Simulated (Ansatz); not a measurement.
# TiC (Fm-3m) in Ansatz: single point with PBEsol

Aim: the single point of TiC with PBEsol.

All numbers are computed with Ansatz 0.2.0; they aren't measurements. Logs are shortened: lines on timing, memory, paths and dates and some standing lists are left out, and cuts for length are marked.

### 1 The structure

It takes space group Fm-3m (No. 225, cubic). Conventional cell: a = 4.331 Å, b = 4.331 Å, c = 4.331 Å, α = 90.00°, β = 90.00°, γ = 90.00°. Around Ti (site symmetry m-3m) lie 6 C at 2.17 Å. C (site symmetry m-3m) is surrounded by 6 Ti at 2.17 Å.

The cell is a database's computed one.

### 2 Single point, PBEsol

input.yaml

```yaml
crystal:
  lattice:
    - [0.0, 2.1657188437, 2.1657188437]
    - [2.1657188437, 0.0, 2.1657188437]
    - [2.1657188437, 2.1657188437, 0.0]
  atoms:
    - { symbol: Ti, position: [0.0, 0.0, 0.0] }
    - { symbol: C, position: [0.5, 0.5, 0.5] }
kpoints:
  mp_grid: { grid: [8, 8, 8] }
scf:
  occupations: { method: fermi_dirac, width: 0.05 }
hamiltonian:
  xc: pbesol
  pseudopotentials: { kind: all_electron, datasets: crystal }
output:
  forces: true
  stress: true
  eigenvalues: true
  elf: true
  volumetric_format: npy
```

Potentials or basis: all-electron PAW datasets made for the crystal.

The run is started by

```console
ansatz run input.yaml --threads 2 --pin off --max-ram 8192MiB --backend cpu --events-out ev --progress --plain --runs-dir out
```

Log:

```text
Warning: RAYON_NUM_THREADS=2 ignored (pool sized by the plan → 2); use --threads N
hamiltonian.pseudopotentials.datasets: crystal makes datasets for this crystal and solves the spheres of its atoms anew in each pass: cutoff 340.0 eV, the density's 1360.0 eV; for an error of 0.50 meV an atom under PBE, 1.0 meV for the cell; an energy difference from a run of another recipe may be off by several times the error for the cell, under r2SCAN by more, where some 0.1 meV an atom stays at smaller errors; C in spheres of 0.953 Å, 4 of its electrons in bands; Ti in spheres of 1.207 Å, 12 of its electrons in bands
Engine: ansatz 0.2.0, aarch64-unknown-linux-gnu
Pseudopotentials: kind: all_electron
Pseudopotential: Ti, paw, valence charge 12, recommended cutoff 340 eV (normal), crystal/all_electron/pbesol/scalar/gaussian/Ti, Koelling and Harmon's equation, gaussian nucleus
Pseudopotential: C, paw, valence charge 4, recommended cutoff 340 eV (normal), crystal/all_electron/pbesol/scalar/gaussian/C, Koelling and Harmon's equation, gaussian nucleus
Functional definition: PBEsol
  exchange = pbesol_x
  correlation = pbesol_c
Crystal: 2 atoms, lattice volume = 20.316 Å³
Basis set: ecut = 340 eV, 283 PW (Γ), exchange–correlation on 40×40×40 points (8 copies of the dense FFT grid, shifted against one another)
Bands: 12, of which v1, the nominal top of the filled ones, is band 8 counted from 1 (7 counted from 0)
Symmetry: 48 space group operations
Space group: Fm-3m (ITA 225), of the structure as read, at distance tolerance 2.7e-5 Å
k-points: 29 of 512
Non-local potential: Ti, projectors of the file, l = 0: 2, l = 1: 2, l = 2: 2
Non-local potential: C, projectors of the file, l = 0: 1, l = 1: 1
PAW form: soft (Blöchl's): semilocal exchange-correlation on the pseudo side does not see the compensation charge
PAW one-centre angular grid: Ti, 590 points (default); XC on its mesh's 1907 points in the sphere
PAW one-centre angular grid: C, 110 points (default); XC on its mesh's 1953 points in the sphere
Initial density: superposition of atomic densities (neutral atoms: chi_scale 0, normalization atom)
Initial wavefunctions: pseudopotential atomic-orbital guess
Functional: x = pbesol(κ = 0.804, μ = 0.12345679012345678), c = pbesol(β = 0.046)
iter 1 solved again at ethr=6.63e-2 eV; its pass at ethr=1.00e-1 eV (dr2=1.06e1 eV) is discarded
SCF iter   1: F=—  HF=-24244.048709 eV  |F-HF|=—  |Δ(HF+E_count)|=         —  Δρ=2.03e-1  dr2=1.06e1  ethr=6.63e-2  ⟨swp⟩=2.0  Hψ=1736  notcnv=0
preconditioner: auto → none  [insulator: Δε(μ)=0.690 eV  Ē_g=20.563 eV  σ=0.050 eV  W_gap=0.58  n_scr=8 (ndim 8)  ℏωp=30.8 eV  f_vac=0.000  D(μ)=0.31/eV (n_scr^D=0)  ε∞_Penn≈3.2]
SCF iter   2: F=—  HF=-24244.892330 eV  |F-HF|=—  |Δ(HF+E_count)|=   8.44e-1  Δρ=2.61e-1  dr2=1.63e1  ethr=6.63e-2  ⟨swp⟩=3.9  Hψ=977  notcnv=0
iter 3 solved again at ethr=3.88e-4 eV; its pass at ethr=6.63e-2 eV (dr2=6.21e-2 eV) is discarded
SCF iter   3: F=—  HF=-24241.993955 eV  |F-HF|=—  |Δ(HF+E_count)|=    2.90e0  Δρ=2.45e-2  dr2=5.55e-2  ethr=3.88e-4  ⟨swp⟩=3.1  Hψ=1622  notcnv=0  defer=1
eigensolver tolerance schedule: the retry pair's looser diagonalisation over-reported the residual by 0.12 of it (diagonalisation noise at 0.12 of the residual, at the tolerance the schedule requests for it); recorded, not acted on — ethr = c·dr2/N_el stays at c = 1.0e-1
SCF iter   4: F=—  HF=-24242.010660 eV  |F-HF|=—  |Δ(HF+E_count)|=   1.67e-2  Δρ=1.24e-2  dr2=2.24e-2  ethr=3.47e-4  ⟨swp⟩=3.0  Hψ=872  notcnv=0
SCF iter   5: F=—  HF=-24242.015996 eV  |F-HF|=—  |Δ(HF+E_count)|=   5.34e-3  Δρ=9.01e-3  dr2=1.55e-2  ethr=1.40e-4  ⟨swp⟩=2.0  Hψ=746  notcnv=0
SCF iter   6: F=—  HF=-24242.012045 eV  |F-HF|=—  |Δ(HF+E_count)|=   3.95e-3  Δρ=3.75e-4  dr2=2.16e-5  ethr=9.70e-5  ⟨swp⟩=3.2  Hψ=782  notcnv=0
SCF iter   7: F=—  HF=-24242.013129 eV  |F-HF|=—  |Δ(HF+E_count)|=   1.08e-3  Δρ=3.02e-4  dr2=5.30e-6  ethr=1.35e-7  ⟨swp⟩=3.9  Hψ=965  notcnv=0  defer=1
SCF iter   8: F=—  HF=-24242.013135 eV  |F-HF|=—  |Δ(HF+E_count)|=   5.40e-6  Δρ=8.05e-5  dr2=9.48e-7  ethr=3.31e-8  ⟨swp⟩=3.0  Hψ=620  notcnv=0  defer=1
SCF iter   9: F=—  HF=-24242.013135 eV  |F-HF|=—  |Δ(HF+E_count)|=   2.27e-7  Δρ=4.68e-5  dr2=4.20e-7  ethr=5.92e-9  ⟨swp⟩=3.0  Hψ=623  notcnv=0  defer=1
SCF iter  10: F=—  HF=-24242.013135 eV  |F-HF|=—  |Δ(HF+E_count)|=   1.09e-7  Δρ=1.78e-5  dr2=6.50e-8  ethr=2.63e-9  ⟨swp⟩=2.6  Hψ=607  notcnv=0  defer=1
SCF iter  11: F=-24242.013135 eV  HF=-24242.013135 eV  |F-HF|=3.02e-10  |Δ(HF+E_count)|=   1.50e-8  Δρ=1.59e-6  dr2=4.88e-10  ethr=4.06e-10  ⟨swp⟩=3.5  Hψ=696  notcnv=0  defer=1
SCF 1 converged in 11 iterations: F = -24242.013133 eV  dr2 = 4.88e-10
  Residual-converged pass: ⟨swp⟩=3.4  Hψ=716  notcnv=0  max |occ|·‖R‖ = 5.2e-6 eV (tolerance 5.3e-6 eV)  dr2=5.38e-10  dr2_onsite=1.39e-10  max |Δocc| = 3.0e-11
SCF converged after 11 iterations
Free energy (F): -24242.013133 eV
Harris-Foulkes:  -24242.013133 eV  (|F-HF|=3.02e-10)
Internal energy: -24242.010413 eV  (E = F + TS)
E sigma→0 (E₀):  -24242.011773 eV
Entropy (-TS):   -0.002719 eV (-1.360 meV/atom)
Past the cutoff: the bands carry plane waves up to 1.75 times it, of which those up to 1.5 times it add -0.000357 eV an atom, each by itself; the spheres take 0.000155 eV an atom off the energy for waves past 1.75 times it
By the cutoff:   a pressure is off by up to 0.007 GPa (1.2 times the spheres' own share and the shells' term, over an atom's volume, and 0.004 GPa: a bound that held against runs at twice the plane waves)
Past the cutoffs: a stress includes 0.0018 GPa for waves and charges beyond them, in addition to the slope of what the spheres take
In the spheres:  the bands' charges fall short by 1.4e-6 e at most (sound up to 1e-3)
Fermi energy:    14.975829 eV
--- Per-component energies (eV) ---
  E_band       = -104.216214
  E_kinetic    = 258.751483
  E_local      = -642.282430  (includes V_loc(G=0)·N_el)
  E_nonlocal   = 8.674944
  E_hartree    = 325.550277
  E_xc         = -112.034648
  E_vxc        = -146.446571  (∫ρ·V_xc dr)
  E_paw        = -24463.015846  (= ΣΔE_a)
  E_vpaw       = -2009.623228  (= ΣTr[D̂ρ^β])
  E_ewald      = -1393.263931
  E_smearing   = -0.002719  (= −TS)
  E_closure    = 1775.609738  (closes the sum)
  Σ components = -24242.013133   (vs F -24242.013133, Δ=0.00e0)
  The terms above E_closure are by the made datasets' own strengths, without shells solved beside the bands.
--- Forces (eV/Å), atoms counted from 1 ---
  atom   1  Ti    -0.00000000     0.00000000    -0.00000000
  atom   2  C      0.00000000     0.00000000     0.00000000
  max |Σ_I F_I| component: 3.81e-30 eV/Å
--- Stress (GPa, compression-positive) ---
       -6.740432       0.000000       0.000000
       -0.000000      -6.740432       0.000000
        0.000000      -0.000000      -6.740432
  P = ⅓ Tr σ = -6.7404 GPa (-67.404 kbar)
--- Band table (eV; the first three rows and the last of 29) ---
  k-point 0: bands = ["-41.2696", "-17.4087", "-17.4087", "-17.4087", "2.6497", "15.6908", "15.6908", "15.6908", "16.7270", "16.7270"]
  k-point 1: bands = ["-41.2587", "-17.4860", "-17.4160", "-17.4160", "3.0018", "14.3800", "14.7441", "14.7441", "16.1203", "16.1203"]
  k-point 2: bands = ["-41.2321", "-17.6688", "-17.4335", "-17.4335", "3.9717", "12.2754", "13.3312", "13.3312", "16.7823", "16.7823"]
  k-point 28: bands = ["-41.1693", "-17.7197", "-17.7197", "-17.5892", "5.5651", "11.8596", "11.8596", "12.3166", "17.8217", "17.8217"]
```

Run time: 2.2 s. Hardware: 2 threads of Arm Neoverse V1, shared host; peak memory 0.35 GiB.

Results:

| Quantity | Value |
| --- | --- |
| Free energy | -24242.0131 eV |
| Pressure | -6.7 GPa |
| Band gap on the k mesh | none (metal or under the smearing width) |

Caveat: the k mesh is thin for a metal, which can move the energy by tens of meV per atom.
